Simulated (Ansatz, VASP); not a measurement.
## Two plane-wave programs on Se

```xyz
1
Lattice="2.9842 0.0000 0.0000 0.0000 2.9842 0.0000 0.0000 0.0000 2.9842" Properties=species:S:1:pos:R:3 pbc="T T T"
Se    0.0000    0.0000    0.0000
```

Alike in both runs: task single point; functional BLYP; k mesh 12 × 12 × 12; occupations fermi-dirac, width 0.1 eV; no spin polarisation.

```csv
,VASP,Ansatz
version,VASP 6.6.1,Ansatz 0.2.0
potentials or method,"VASP PAW PBE potentials, release 64 (Se)","plane waves (420 eV) with PAW, scalar-relativistic"
plane-wave cutoff (eV),520,420
valence electrons in the cell,6,16
```

VASP gave:

* pressure (GPa): -3.5

Which values does Ansatz return?

Pressure (GPa): -3.6.

The two sets of potentials don't hold the same shells in valence.

Caveats: the PAW data sets were made with another functional, which shifts forces and pressure a little (VASP).
